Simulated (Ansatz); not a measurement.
# SnO: the cost of one run

Method: DFT PBE+D3(BJ), scalar-relativistic, plane waves, PAW, in Ansatz 0.2.0.

3 further runs of the same task are left out: 3 set aside as unsound or not needed.

## (1) The system as given

Symmetry: P4/mmm, No. 123, tetragonal system. Conventional cell: a = 3.820 Å, b = 3.820 Å, c = 22.226 Å, α = 90.00°, β = 90.00°, γ = 90.00°. Sn (site symmetry 4mm) is surrounded by 4 O at 2.25 Å. O (site symmetry 2mm) has 4 Sn at 2.25 Å as nearest neighbours.

As a file:

```cif
data_structure
_symmetry_space_group_name_H-M 'P4/mmm'
_symmetry_Int_Tables_number 123
_cell_length_a 3.8202
_cell_length_b 3.8202
_cell_length_c 22.2261
_cell_angle_alpha 90.000
_cell_angle_beta 90.000
_cell_angle_gamma 90.000
_cell_volume 324.36
loop_
_atom_site_label
_atom_site_type_symbol
_atom_site_symmetry_multiplicity
_atom_site_Wyckoff_symbol
_atom_site_fract_x
_atom_site_fract_y
_atom_site_fract_z
_atom_site_occupancy
Sn1 Sn 2 h 0.50000 0.50000 0.79920 1
O1 O 4 i 0.50000 0.00000 0.85236 1
Sn2 Sn 2 g 0.00000 0.00000 0.90551 1
```

This is the geometry at the first point of the grid.

## (3) Plan of the scan

Atoms count from 1 in the order of the input.

The upper layer of a bilayer is slid over the lower one; relaxed at each slide: nothing; the origin of the map has Sn5 above Sn4; the distance between the facing planes is held at 4.20 Å.

The axes are (1) slide of the upper layer along the first cell vector, from Sn5 above Sn4: 8 values from 0.000 to 0.875, periodic; (2) slide of the upper layer along the second cell vector, from Sn5 above Sn4: 8 values from 0.000 to 0.875, periodic.

Nothing else is relaxed. Points are written as (first, second).

The two vectors of the plane (Å): (3.820, 0.000, 0.000); (0.000, 3.820, 0.000).

(The set-up runs are not shown.)

## (4) Grid point (0/8, 0/8) of the map's two axes

The input, input.yaml:

```yaml
crystal:
  lattice:
    - [3.8201527579, 0.000295458, 0.0]
    - [-0.000314546, 3.8201527564, 0.0]
    - [0.0, 0.0, 22.2260749779]
  atoms:
    - { symbol: Sn, position: [0.9999453016, 0.9999453016, 0.2024648978] }
    - { symbol: O, position: [0.9999461181, 0.4999461181, 0.2556240249] }
    - { symbol: O, position: [0.4999461181, 0.9999461181, 0.2556240249] }
    - { symbol: Sn, position: [0.4999453016, 0.4999453016, 0.308783152] }
    - { symbol: Sn, position: [0.4999453016, 0.4999453016, 0.49775039] }
    - { symbol: O, position: [0.4999461181, -5.38819e-05, 0.5509095171] }
    - { symbol: O, position: [-5.38819e-05, 0.4999461181, 0.5509095171] }
    - { symbol: Sn, position: [-5.46984e-05, -5.46984e-05, 0.6040686442] }
basis:
  ecutwfc: 420
kpoints:
  mp_grid: { grid: [7, 7, 1] }
hamiltonian:
  xc: pbe
  pseudopotentials: { kind: paw, azcp: { folder: soft_1 } }
  dispersion: d3bj
scf:
  occupations: { method: gaussian, width: 0.05 }
output:
  forces: true
  eigenvalues: true
  write_density: true
  write_potential: true
  elf: true
  volumetric_format: npy
efield:
  axis: 3
  dipole_correction: true
  ramp_width: 0.04
```

Launch:

```
$ ansatz run input.yaml --threads 2 --pin off --max-ram 6144MiB --backend cpu --events-out ev --progress --plain --runs-dir out
```

What time and memory should one allow on 2 threads of Intel Xeon Platinum 8488C (Sapphire Rapids), shared host?

About 6.7 s, with a peak of 0.63 GiB.
